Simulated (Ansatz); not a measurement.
**B: from a guess to a relaxed structure, part 1 of 2**

The task: take a trial cell of B to zero force and stress.

Program: Ansatz 0.2.0. Level of theory: DFT PBE, scalar-relativistic, plane waves, PAW. These are calculated values, not measurements.

## 1. Starting point

Symmetry: R32, No. 155, trigonal system. The conventional cell has a = 5.590 Å, b = 5.590 Å, c = 6.658 Å, α = 90.00°, β = 90.00°, γ = 120.00°. Around B (site symmetry 1) lie 3 B at 1.60 to 1.62 Å. Around B (site symmetry 2) lie 4 B at 1.60 to 1.62 Å.

As a file:

```cif
data_structure
_symmetry_space_group_name_H-M 'R32:H'
_symmetry_Int_Tables_number 155
_cell_length_a 5.5900
_cell_length_b 5.5900
_cell_length_c 6.6585
_cell_angle_alpha 90.000
_cell_angle_beta 90.000
_cell_angle_gamma 120.000
_cell_volume 180.19
loop_
_atom_site_label
_atom_site_type_symbol
_atom_site_symmetry_multiplicity
_atom_site_Wyckoff_symbol
_atom_site_fract_x
_atom_site_fract_y
_atom_site_fract_z
_atom_site_occupancy
B1 B 18 f 0.09808 0.26494 0.65318 1
B2 B 9 e 0.64605 0.00000 0.50000 1
```

Recipe of the guess: 3-, 4-connected net of one element (R32, No. 155). Its size is a rough estimate.

## 2. The guess as it stands, on a coarse mesh

Input file input.yaml:

```yaml
crystal:
  lattice:
    - [2.79500032, 1.61369419, 2.21948781]
    - [-2.79500032, 1.61369419, 2.21948781]
    - [0.0, -3.22738838, 2.21948781]
  atoms:
    - { symbol: B, position: [0.75126141, 0.82003198, 0.38823867] }
    - { symbol: B, position: [0.38823867, 0.75126141, 0.82003198] }
    - { symbol: B, position: [0.82003198, 0.38823867, 0.75126141] }
    - { symbol: B, position: [0.61176133, 0.17996802, 0.24873859] }
    - { symbol: B, position: [0.17996802, 0.24873859, 0.61176133] }
    - { symbol: B, position: [0.24873859, 0.61176133, 0.17996802] }
    - { symbol: B, position: [0.14605396, 0.85394604, 0.5] }
    - { symbol: B, position: [0.5, 0.14605396, 0.85394604] }
    - { symbol: B, position: [0.85394604, 0.5, 0.14605396] }
basis:
  ecutwfc: 420
kpoints:
  mp_grid: { grid: [6, 6, 6] }
hamiltonian:
  xc: pbe
scf:
  occupations: { method: gaussian, width: 0.1 }
  lower_state_search: "off"
output:
  forces: true
  stress: true
  eigenvalues: true
```

The run is started by

```sh
> ansatz run input.yaml --threads 1 --pin off --max-ram 2560MiB --backend cpu --events-out ev --progress --plain --runs-dir out
```

What it wrote, cut to the lines that bear on the results:

```text
Warning: RAYON_NUM_THREADS=1 ignored (pool sized by the plan → 1); use --threads N
[...]
Pseudopotentials: kind: paw
Pseudopotential: B, paw, valence charge 3, recommended cutoff 420 eV (normal), B.paw.azcp
Functional definition: PBE
[...]
Crystal: 9 atoms, lattice volume = 60.063 Å³
Basis set: ecut = 420 eV, 1195 PW (Γ), exchange–correlation on 54×54×54 points (8 copies of the dense FFT grid, shifted against one another)
Bands: 23, of which v1, the nominal top of the filled ones, is band 14 counted from 1 (13 counted from 0)
Symmetry: 6 space group operations
Space group: R32 (ITA 155), of the structure as read, at distance tolerance 3.9e-5 Å
k-points: 32 of 216 (time reversal used)
[...]
SCF iter   1: F=—  HF=-1390.959176 eV  |F-HF|=—  |Δ(HF+E_count)|=         —  Δρ=7.36e-3  dr2=1.64e-2  ethr=1.77e-3  ⟨swp⟩=5.8  Hψ=3818  notcnv=0  defer=8
[...]
SCF iter   6: F=-1390.961463 eV  HF=-1390.961463 eV  |F-HF|=5.97e-9  |Δ(HF+E_count)|=   9.11e-8  Δρ=3.51e-6  dr2=1.28e-8  ethr=3.70e-10  ⟨swp⟩=8.7  Hψ=3239  notcnv=0
[...]
SCF converged after 6 iterations
Free energy (F): -1390.961463 eV
[...]
E sigma→0 (E₀):  -1390.953330 eV
Entropy (-TS):   -0.016265 eV (-1.807 meV/atom)
Fermi energy:    10.087947 eV
[...]
--- Forces (eV/Å), atoms counted from 1 ---
  atom   1  B     -2.02262553    -2.42610794     0.19549331
  atom   2  B      3.11238387    -0.53859112     0.19549331
  atom   3  B     -1.08975834     2.96469906     0.19549331
  atom   4  B     -1.08975834    -2.96469906    -0.19549331
  atom   5  B     -2.02262553     2.42610794    -0.19549331
  atom   6  B      3.11238387     0.53859112    -0.19549331
  atom   7  B      2.38578483     0.00000000     0.00000000
  atom   8  B     -1.19289241     2.06615027    -0.00000000
[...]
--- Stress (GPa, compression-positive) ---
       45.989724       0.000000       0.000000
        0.000000      45.989724      -0.000000
        0.000000      -0.000000      61.293316
  P = ⅓ Tr σ = 51.0909 GPa (510.909 kbar)
--- Band table (eV; the first three rows and the last of 32) ---
  k-point 0: bands = ["-5.7362", "-0.0895", "-0.0895", "1.9563", "1.9563", "3.1962", "4.1397", "6.6303", "6.7157", "6.7157", "7.9453", "7.9453", "9.3145", "9.3145", "9.6886", "12.0478", "12.0478", "12.3233", "13.6816", "16.1266", "16.1266", "17.9104", "19.1063"]
[...]
```

Wall time 4.7 s (1 thread of Arm Neoverse V1, shared host); peak memory 0.27 GiB.

Read-out: pressure 51.1 GPa, largest force 3.16 eV/Å, gap on this mesh none (metal). A guess like this is first relaxed loosely on the coarse mesh.

## 3. Coarse relaxation

Edit input.yaml of step 2 so:

```diff
@@ -28 +28,6 @@
   eigenvalues: true
+relax:
+  adjacent_minimum: "off"
+  f_tol: 0.04
+  max_steps: 70
+  cell: { stress_tol: 0.4 }
```

The run is started by

```sh
> ansatz run input.yaml --threads 1 --pin off --max-ram 2560MiB --backend cpu --events-out ev --progress --plain --runs-dir out
```

What it wrote:

```text
Warning: RAYON_NUM_THREADS=1 ignored (pool sized by the plan → 1); use --threads N
Engine: ansatz 0.2.0, aarch64-unknown-linux-gnu
[... 3 set-up lines as earlier in the session ...]
  parameter kappa = 0.804
  parameter beta = 0.06672455060314922
  exchange = pbe_x(kappa = kappa, mu = beta*pi^2/3)
  correlation = pbe_c(beta = beta)
Crystal: 9 atoms, lattice volume = 60.063 Å³
Basis set: ecut = 420 eV, 1195 PW (Γ), exchange–correlation on 54×54×54 points (8 copies of the dense FFT grid, shifted against one another)
Bands: 23, of which v1, the nominal top of the filled ones, is band 14 counted from 1 (13 counted from 0)
[... 2 set-up lines as earlier in the session ...]
k-points: 32 of 216 (time reversal used)
Non-local potential: B, projectors of the file, l = 0: 2, l = 1: 2, l = 2: 1
PAW form: soft (Blöchl's): semilocal exchange-correlation on the pseudo side does not see the compensation charge
PAW one-centre angular grid: B, 110 points (default); XC on 64 Gauss nodes
Initial density: superposition of atomic densities (neutral atoms: chi_scale 0, normalization atom), corrected by the library's trained network
Initial wavefunctions: pseudopotential atomic-orbital guess
Functional: x = pbe(κ = 0.804, μ = 0.2195149727645171), c = pbe(β = 0.06672455060314922)
SCF iter   1: F=—  HF=-1390.959176 eV  |F-HF|=—  |Δ(HF+E_count)|=         —  Δρ=7.36e-3  dr2=1.64e-2  ethr=1.77e-3  ⟨swp⟩=5.8  Hψ=3818  notcnv=0  defer=8
preconditioner: auto → Kerker (q_TF=auto, 2.388 Å⁻¹)  [metal: Δε(μ)=0.029 eV  Ē_g=11.055 eV  σ=0.100 eV  W_gap=0.16  n_scr=18 (ndim 8)  ℏωp=24.9 eV  f_vac=0.000  D(μ)=3.20/eV (n_scr^D=26)]
SCF iter   2: F=—  HF=-1390.960961 eV  |F-HF|=—  |Δ(HF+E_count)|=   1.79e-3  Δρ=4.33e-3  dr2=5.74e-3  ethr=6.09e-5  ⟨swp⟩=1.0  Hψ=993  notcnv=0  defer=18
SCF iter   3: F=—  HF=-1390.961452 eV  |F-HF|=—  |Δ(HF+E_count)|=   4.91e-4  Δρ=2.76e-4  dr2=3.17e-5  ethr=2.13e-5  ⟨swp⟩=2.0  Hψ=1066  notcnv=0  defer=18
SCF iter   4: F=—  HF=-1390.961463 eV  |F-HF|=—  |Δ(HF+E_count)|=   1.10e-5  Δρ=5.03e-5  dr2=1.57e-6  ethr=1.18e-7  ⟨swp⟩=2.3  Hψ=1020  notcnv=0  defer=18
SCF iter   5: F=—  HF=-1390.961463 eV  |F-HF|=—  |Δ(HF+E_count)|=   4.71e-8  Δρ=1.44e-5  dr2=1.47e-7  ethr=5.80e-9  ⟨swp⟩=2.0  Hψ=1063  notcnv=0  defer=18
SCF iter   6: F=-1390.961463 eV  HF=-1390.961463 eV  |F-HF|=5.96e-9  |Δ(HF+E_count)|=   9.11e-8  Δρ=3.51e-6  dr2=1.28e-8  ethr=3.70e-10  ⟨swp⟩=8.7  Hψ=3239  notcnv=0
SCF 1 converged in 6 iterations: F = -1390.961463 eV  dr2 = 1.28e-8
relax step   1: F+E_penalty+E_count = -1390.96146285 eV  Δ(F+E_penalty+E_count) = +0.000e0 eV  max|allowed force component| = 3.112e0 eV/Å  Δτ_max = 0.0000 Å  P = +51.091 GPa  Ω = 60.063 Å³  (6 SCF iters, dr2 threshold 1.00e-7 eV, accepted)
Crystal: 9 atoms, lattice volume = 64.692 Å³
Basis set: ecut = 420 eV, 1273 PW (Γ), exchange–correlation on 54×54×54 points (8 copies of the dense FFT grid, shifted against one another)
Initial density: handed on by an earlier stage of this run
Initial wavefunctions: those handed on with the density
iter 1 solved again at ethr=2.48e-3 eV; its pass at ethr=3.10e-3 eV (dr2=6.69e-1 eV) is discarded
SCF iter   1: F=—  HF=-1393.741167 eV  |F-HF|=—  |Δ(HF+E_count)|=         —  Δρ=2.71e-2  dr2=6.73e-1  ethr=2.48e-3  ⟨swp⟩=1.4  Hψ=4442  notcnv=0
preconditioner: auto → Kerker (q_TF=auto, 2.359 Å⁻¹)  [metal: Δε(μ)=0.098 eV  Ē_g=10.630 eV  σ=0.100 eV  W_gap=0.50  n_scr=18 (ndim 8)  ℏωp=24.0 eV  f_vac=0.003  D(μ)=3.14/eV (n_scr^D=26)]
SCF iter   2: F=—  HF=-1393.592362 eV  |F-HF|=—  |Δ(HF+E_count)|=   1.49e-1  Δρ=1.44e-2  dr2=1.87e-1  ethr=2.48e-3  ⟨swp⟩=1.5  Hψ=778  notcnv=0
SCF iter   3: F=—  HF=-1393.535238 eV  |F-HF|=—  |Δ(HF+E_count)|=   5.71e-2  Δρ=1.59e-3  dr2=2.09e-3  ethr=6.92e-4  ⟨swp⟩=2.9  Hψ=1385  notcnv=0  defer=4
SCF iter   4: F=—  HF=-1393.535829 eV  |F-HF|=—  |Δ(HF+E_count)|=   5.91e-4  Δρ=5.64e-4  dr2=2.89e-4  ethr=7.73e-6  ⟨swp⟩=2.7  Hψ=1238  notcnv=0  defer=4
SCF iter   5: F=—  HF=-1393.536055 eV  |F-HF|=—  |Δ(HF+E_count)|=   2.26e-4  Δρ=1.32e-4  dr2=2.02e-5  ethr=1.07e-6  ⟨swp⟩=2.1  Hψ=1100  notcnv=0  defer=4
SCF iter   6: F=—  HF=-1393.536071 eV  |F-HF|=—  |Δ(HF+E_count)|=   1.57e-5  Δρ=3.35e-5  dr2=9.69e-7  ethr=7.47e-8  ⟨swp⟩=2.0  Hψ=1122  notcnv=0  defer=4
SCF iter   7: F=-1393.536071 eV  HF=-1393.536071 eV  |F-HF|=7.87e-9  |Δ(HF+E_count)|=   6.08e-7  Δρ=5.80e-6  dr2=2.18e-8  ethr=3.33e-9  ⟨swp⟩=6.7  Hψ=3474  notcnv=0
SCF 2 converged in 7 iterations: F = -1393.536071 eV  dr2 = 2.18e-8
relax step   2: F+E_penalty+E_count = -1393.53607117 eV  Δ(F+E_penalty+E_count) = -2.575e0 eV  max|allowed force component| = 2.110e0 eV/Å  Δτ_max = 0.0796 Å  P = +19.275 GPa  Ω = 64.692 Å³  energy of the carried Pulay correction = -1.091e-2 eV  (7 SCF iters, dr2 threshold 9.00e-7 eV, accepted)
Crystal: 9 atoms, lattice volume = 67.594 Å³
Basis set: ecut = 420 eV, 1345 PW (Γ), exchange–correlation on 54×54×54 points (8 copies of the dense FFT grid, shifted against one another)
SCF iter   1: F=—  HF=-1396.565565 eV  |F-HF|=—  |Δ(HF+E_count)|=         —  Δρ=4.41e-2  dr2=1.81e0  ethr=3.10e-3  ⟨swp⟩=7.1  Hψ=4043  notcnv=0  defer=4
preconditioner: auto → Resta (q_TF=auto, 2.341 Å⁻¹)  ε∞=5.7  [insulator: Δε(μ)=0.127 eV  Ē_g=10.773 eV  σ=0.100 eV  W_gap=0.63  n_scr=18 (ndim 8)  ℏωp=23.5 eV  f_vac=0.010  D(μ)=0.80/eV (n_scr^D=0)  ε∞_Penn≈5.7]
SCF iter   2: F=—  HF=-1396.091651 eV  |F-HF|=—  |Δ(HF+E_count)|=   4.74e-1  Δρ=2.05e-2  dr2=3.45e-1  ethr=3.10e-3  ⟨swp⟩=3.0  Hψ=1480  notcnv=0  defer=133
preconditioner: auto → Kerker (q_TF=auto, 2.341 Å⁻¹)  [metal: Δε(μ)=0.081 eV  Ē_g=10.784 eV  σ=0.100 eV  W_gap=0.43  n_scr=18 (ndim 8)  ℏωp=23.5 eV  f_vac=0.007  D(μ)=0.99/eV (n_scr^D=6)]
SCF iter   3: F=—  HF=-1395.991719 eV  |F-HF|=—  |Δ(HF+E_count)|=   9.99e-2  Δρ=2.81e-3  dr2=4.61e-3  ethr=1.28e-3  ⟨swp⟩=2.0  Hψ=1107  notcnv=0  defer=133
SCF iter   4: F=—  HF=-1395.992019 eV  |F-HF|=—  |Δ(HF+E_count)|=   3.00e-4  Δρ=5.86e-4  dr2=4.66e-4  ethr=1.71e-5  ⟨swp⟩=2.4  Hψ=1125  notcnv=0  defer=133
SCF iter   5: F=—  HF=-1395.992337 eV  |F-HF|=—  |Δ(HF+E_count)|=   3.18e-4  Δρ=1.77e-4  dr2=4.27e-5  ethr=1.72e-6  ⟨swp⟩=2.2  Hψ=1083  notcnv=0  defer=133
SCF iter   6: F=—  HF=-1395.992382 eV  |F-HF|=—  |Δ(HF+E_count)|=   4.48e-5  Δρ=5.02e-5  dr2=1.75e-6  ethr=1.58e-7  ⟨swp⟩=2.0  Hψ=1016  notcnv=0  defer=133
SCF iter   7: F=-1395.992385 eV  HF=-1395.992385 eV  |F-HF|=6.84e-8  |Δ(HF+E_count)|=   2.75e-6  Δρ=7.75e-6  dr2=3.79e-8  ethr=3.33e-9  ⟨swp⟩=10.2  Hψ=3924  notcnv=0
SCF 3 converged in 7 iterations: F = -1395.992385 eV  dr2 = 3.79e-8
relax step   3: F+E_penalty+E_count = -1395.99238483 eV  Δ(F+E_penalty+E_count) = -2.456e0 eV  max|allowed force component| = 7.622e-1 eV/Å  Δτ_max = 0.1951 Å  P = -9.039 GPa  Ω = 67.594 Å³  energy of the carried Pulay correction = -1.735e-2 eV  (7 SCF iters, dr2 threshold 9.00e-7 eV, accepted)
[... from here on, the SCF cycles and remarks between the steps are left out ...]
relax step   4: F+E_penalty+E_count = -1396.40209632 eV  Δ(F+E_penalty+E_count) = -4.097e-1 eV  max|allowed force component| = 8.095e-1 eV/Å  Δτ_max = 0.1325 Å  P = -12.776 GPa  Ω = 66.398 Å³  energy of the carried Pulay correction = -1.473e-2 eV  (6 SCF iters, dr2 threshold 9.00e-7 eV, accepted)
relax step   5: F+E_penalty+E_count = -1396.55977089 eV  Δ(F+E_penalty+E_count) = -1.577e-1 eV  max|allowed force component| = 4.857e-1 eV/Å  Δτ_max = 0.0331 Å  P = -8.740 GPa  Ω = 64.896 Å³  energy of the carried Pulay correction = -1.137e-2 eV  (6 SCF iters, dr2 threshold 9.00e-7 eV, accepted)
relax step   6: F+E_penalty+E_count = -1396.71344050 eV  Δ(F+E_penalty+E_count) = -1.537e-1 eV  max|allowed force component| = 4.426e-1 eV/Å  Δτ_max = 0.0894 Å  P = +1.409 GPa  Ω = 60.510 Å³  energy of the carried Pulay correction = -1.090e-3 eV  (6 SCF iters, dr2 threshold 9.00e-7 eV, accepted)
relax step   7: F+E_penalty+E_count = -1396.75810587 eV  Δ(F+E_penalty+E_count) = -4.467e-2 eV  max|allowed force component| = 1.689e-1 eV/Å  Δτ_max = 0.0355 Å  P = +1.104 GPa  Ω = 61.183 Å³  energy of the carried Pulay correction = -2.717e-3 eV  (5 SCF iters, dr2 threshold 9.00e-7 eV, accepted)
relax step   8: F+E_penalty+E_count = -1396.76787042 eV  Δ(F+E_penalty+E_count) = -9.765e-3 eV  max|allowed force component| = 1.277e-1 eV/Å  Δτ_max = 0.0313 Å  P = +1.278 GPa  Ω = 60.931 Å³  energy of the carried Pulay correction = -2.110e-3 eV  (5 SCF iters, dr2 threshold 9.00e-7 eV, accepted)
relax step   9: F+E_penalty+E_count = -1396.77194329 eV  Δ(F+E_penalty+E_count) = -4.073e-3 eV  max|allowed force component| = 6.064e-2 eV/Å  Δτ_max = 0.0142 Å  P = -0.576 GPa  Ω = 61.467 Å³  energy of the carried Pulay correction = -3.397e-3 eV  (5 SCF iters, dr2 threshold 9.00e-7 eV, accepted)
relax step  10: F+E_penalty+E_count = -1396.77358691 eV  Δ(F+E_penalty+E_count) = -1.644e-3 eV  max|allowed force component| = 3.443e-3 eV/Å  Δτ_max = 0.0041 Å  P = -0.097 GPa  Ω = 61.312 Å³  energy of the carried Pulay correction = -3.025e-3 eV  (4 SCF iters, dr2 threshold 9.00e-7 eV, accepted)
Initial wavefunctions: pseudopotential atomic-orbital guess (no wavefunctions were taken with the density)
iter 1 solved again at ethr=2.28e-8 eV; its pass at ethr=3.10e-3 eV (dr2=6.17e-6 eV) is discarded
SCF iter   1: F=—  HF=-1396.776535 eV  |F-HF|=—  |Δ(HF+E_count)|=         —  Δρ=7.47e-5  dr2=4.25e-7  ethr=2.28e-8  ⟨swp⟩=3.9  Hψ=5894  notcnv=0
preconditioner: auto → Resta (q_TF=auto, 2.380 Å⁻¹)  ε∞=5.4  [insulator: Δε(μ)=0.192 eV  Ē_g=11.793 eV  σ=0.100 eV  W_gap=0.50  n_scr=18 (ndim 8)  ℏωp=24.6 eV  f_vac=0.000  D(μ)=1.17/eV (n_scr^D=6)  ε∞_Penn≈5.4]
SCF iter   2: F=—  HF=-1396.776554 eV  |F-HF|=—  |Δ(HF+E_count)|=   1.94e-5  Δρ=4.00e-5  dr2=1.39e-7  ethr=1.57e-9  ⟨swp⟩=2.2  Hψ=1165  notcnv=0
SCF iter   3: F=-1396.776555 eV  HF=-1396.776555 eV  |F-HF|=6.80e-9  |Δ(HF+E_count)|=   6.68e-7  Δρ=2.24e-6  dr2=3.85e-9  ethr=2.13e-11  ⟨swp⟩=4.6  Hψ=3336  notcnv=0
SCF 11 converged in 3 iterations: F = -1396.776555 eV  dr2 = 3.85e-9
relax step  11: F+E_penalty+E_count = -1396.77655478 eV  Δ(F+E_penalty+E_count) = -2.968e-3 eV  max|allowed force component| = 3.788e-3 eV/Å  Δτ_max = 0.0000 Å  P = -0.073 GPa  Ω = 61.312 Å³  stress off target by 8.87e-2 GPa  SCF on the basis re-selected at this cell (its energy is not comparable with the rows above)  (3 SCF iters)
basis re-selected at this cell: Δ(F+E_penalty+E_count) = -2.968e-3 eV, ΔP = +0.024 GPa vs the last step (what re-selecting the basis moved, of the pressure what is left beyond the Pulay correction that the steps carried, after the strain that the cell walked since its last selection, with what the two solves' SCF thresholds leave and, on support functions, any second-order correction that the steps lacked; it is no measure of the basis error at this ecutwfc). This SCF's stress stands 8.87e-2 GPa from its target on what of the cell is left free (relax.cell.stress_tol is 4.00e-1 GPa) and its largest allowed force component is 3.79e-3 eV/Å (relax.f_tol is 4.00e-2 eV/Å): within both
SCF converged after 3 iterations
Free energy (F): -1396.776555 eV
Harris-Foulkes:  -1396.776555 eV  (|F-HF|=6.80e-9)
Internal energy: -1396.770722 eV  (E = F + TS)
E sigma→0 (E₀):  -1396.773638 eV
Entropy (-TS):   -0.005833 eV (-0.648 meV/atom)
Fermi energy:    10.494254 eV
--- Per-component energies (eV) ---
  E_band       = 105.314214
  E_kinetic    = 436.496925
  E_local      = -141.584901  (includes V_loc(G=0)·N_el)
  E_nonlocal   = 104.895260
  E_hartree    = 36.421415
  E_xc         = -289.528578
  E_vxc        = -343.953654  (∫ρ·V_xc dr)
  E_paw        = -706.688714  (= ΣΔE_a)
  E_vpaw       = -23.381775  (= ΣTr[D̂ρ^β])
  E_aug_tail   = -0.000026  (compensation charges beyond the density's cutoff)
  E_ewald      = -836.782104
  E_smearing   = -0.005833  (= −TS)
  E_closure    = -0.000000  (closes the sum)
  Σ components = -1396.776555   (vs F -1396.776555, Δ=0.00e0)
--- Forces (eV/Å), atoms counted from 1 ---
  atom   1  B      0.00197790    -0.00323156    -0.00028414
  atom   2  B      0.00180966     0.00332869    -0.00028414
  atom   3  B     -0.00378756    -0.00009713    -0.00028414
  atom   4  B     -0.00378756     0.00009713     0.00028414
  atom   5  B      0.00197790     0.00323156     0.00028414
  atom   6  B      0.00180966    -0.00332869     0.00028414
  atom   7  B      0.00140794     0.00000000     0.00000000
  atom   8  B     -0.00070397     0.00121931     0.00000000
  atom   9  B     -0.00070397    -0.00121931     0.00000000
  max |Σ_I F_I| component: 1.01e-16 eV/Å
--- Stress (GPa, compression-positive) ---
       -0.065281       0.000000      -0.000000
        0.000000      -0.065281       0.000000
       -0.000000       0.000000      -0.088726
  P = ⅓ Tr σ = -0.0731 GPa (-0.731 kbar)
--- Band table (eV; the first three rows and the last of 32) ---
  k-point 0: bands = ["-5.8620", "0.2358", "0.2358", "1.2162", "2.6939", "2.6939", "3.4526", "5.5319", "5.5319", "6.6397", "8.9106", "8.9106", "9.9974", "10.8380", "11.4831", "11.4831", "12.2503", "12.2503", "14.1316", "17.4285", "17.7643", "17.7643", "19.4564"]
  k-point 1: bands = ["-5.6587", "-0.9735", "0.4860", "1.6524", "2.4238", "3.0752", "4.6833", "4.8180", "5.5777", "6.1472", "7.8546", "8.5915", "10.0638", "11.1844", "11.7015", "12.2077", "12.7034", "13.0007", "13.8787", "16.9975", "17.8718", "18.1295", "19.0568"]
  k-point 2: bands = ["-5.0592", "-2.5805", "0.9339", "2.2981", "2.7133", "3.5306", "3.8465", "4.5323", "5.2129", "6.1422", "7.4494", "8.4161", "10.0560", "11.2451", "11.6524", "12.8391", "13.4270", "13.9596", "15.0406", "16.2423", "17.6152", "18.2982", "18.7845"]
  k-point 31: bands = ["-1.3174", "-1.3174", "-1.3132", "-0.6465", "0.3259", "0.3259", "0.7689", "3.0703", "10.3084", "10.3084", "10.8688", "10.9767", "11.6694", "11.6694", "13.3236", "13.3313", "13.3313", "16.1717", "16.1717", "17.1343", "17.1343", "17.7357", "18.2080"]
--- Relaxed structure (10 steps of the walk, 10 accepted, 1 SCFs on fresh bases) ---
  F+E_penalty+E_count = -1396.77655478 eV   max|allowed force component| = 3.788e-3 eV/Å   (the final SCF, on the basis selected at the relaxed cell)
  cell:  # Å, volume = 61.3120 Å³
    - [2.824485506263479, 1.6307174673634157, 2.2185837456265505]
    - [-2.824485506263479, 1.6307174673634157, 2.2185837456265505]
    - [2.8670525974559178e-33, -3.261434934726832, 2.2185837456265505]
  atoms:
    - { symbol: B, position: [0.7637025406062627, 0.8647244920601465, 0.49265083860120656] }
    - { symbol: B, position: [0.49265083860120645, 0.7637025406062627, 0.8647244920601465] }
    - { symbol: B, position: [0.8647244920601466, 0.4926508386012065, 0.763702540606263] }
    - { symbol: B, position: [0.5073491613987934, 0.13527550793985318, 0.23629745939373709] }
    - { symbol: B, position: [0.13527550793985327, 0.23629745939373706, 0.5073491613987933] }
    - { symbol: B, position: [0.23629745939373706, 0.5073491613987933, 0.13527550793985332] }
    - { symbol: B, position: [0.2026550283082979, 0.797344971691702, 0.5] }
    - { symbol: B, position: [0.4999999999999999, 0.2026550283082978, 0.797344971691702] }
    - { symbol: B, position: [0.797344971691702, 0.5, 0.2026550283082979] }
```

Run time: 58 s. Hardware: 1 thread of Arm Neoverse V1, shared host; peak memory 0.29 GiB.

Step by step:

| step | energy from step 1 (eV/cell) | largest force component (eV/Å) | pressure (GPa) | volume (Å³) |
| --- | --- | --- | --- | --- |
| 1 | 0.0000 | 3.1124 | 51.09 | 60.06 |
| 2 | -2.5746 | 2.1102 | 19.27 | 64.69 |
| 3 | -5.0309 | 0.7622 | -9.04 | 67.59 |
| 4 | -5.4406 | 0.8095 | -12.78 | 66.40 |
| 5 | -5.5983 | 0.4857 | -8.74 | 64.90 |
| 6 | -5.7520 | 0.4426 | 1.41 | 60.51 |
| 7 | -5.7966 | 0.1689 | 1.10 | 61.18 |
| 8 | -5.8064 | 0.1277 | 1.28 | 60.93 |
| 9 | -5.8105 | 0.0606 | -0.58 | 61.47 |
| 10 | -5.8121 | 0.0034 | -0.10 | 61.31 |
| 11 | -5.8151 | 0.0038 | -0.07 | 61.31 |

Step 1 is the start. Step 11 repeats the geometry before it on a plane-wave basis chosen anew for that cell, so its energy need not be comparable with the rows above.

Lengths and angles in the start's conventional setting:

|  | before | after | change |
| --- | --- | --- | --- |
| a (Å) | 5.590 | 5.649 | +1.1 % |
| b (Å) | 5.590 | 5.649 | +1.1 % |
| c (Å) | 6.658 | 6.656 | 0.0 % |
| volume (Å³/atom) | 6.67 | 6.81 | +2.1 % |
| shortest distance (Å) | 1.602 | 1.758 | +9.7 % |
| space group (0.01 Å) | R32 | R32 | same |

Forces and stress were held to the start's 6 operations: a distortion of lower symmetry was not tested.

(Continued in part 2 of 2.)
